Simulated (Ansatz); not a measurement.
# La (bcc type): the cost of one run

Computed with Ansatz 0.2.0 (DFT, PBE, PAW with Ansatz's default frozen-core files, scalar-relativistic, unless a step's input says otherwise).

### Step 1. The starting structure

Symmetry: Im-3m, No. 229, cubic system. Conventional cell: a = 4.211 Å, b = 4.211 Å, c = 4.211 Å, α = 90.00°, β = 90.00°, γ = 90.00°. La (site symmetry m-3m) is surrounded by 8 La at 3.65 Å.

Coordinates:

```xyz
1
Lattice="-2.1053 2.1053 2.1053 2.1053 -2.1053 2.1053 2.1053 2.1053 -2.1053" Properties=species:S:1:pos:R:3 pbc="T T T"
La    0.0000    0.0000    0.0000
```

### Step 2. Cell relaxed at zero pressure, PAW

Contents of input.yaml:

```yaml
crystal:
  lattice:
    - [-2.1053153331, 2.1053153331, 2.1053153331]
    - [2.1053153331, -2.1053153331, 2.1053153331]
    - [2.1053153331, 2.1053153331, -2.1053153331]
  atoms:
    - { symbol: La, position: [0.0, 0.0, 0.0] }
kpoints:
  mp_grid: { grid: [13, 13, 13] }
scf:
  occupations: { method: fermi_dirac, width: 0.08 }
hamiltonian:
  xc: pbe
  pseudopotentials: { kind: paw }
output:
  forces: true
  stress: true
relax:
  f_tol: 0.005
  max_steps: 40
  cell: {}
```

On the command line:

```sh
$ ansatz run input.yaml --threads 2 --pin off --max-ram 5120MiB --backend cpu --events-out ev --progress --plain --runs-dir out
```

Q: Estimate wall time and peak memory on 2 threads of Arm Neoverse V2, shared host.

About 3.1 s, with a peak of 0.33 GiB.
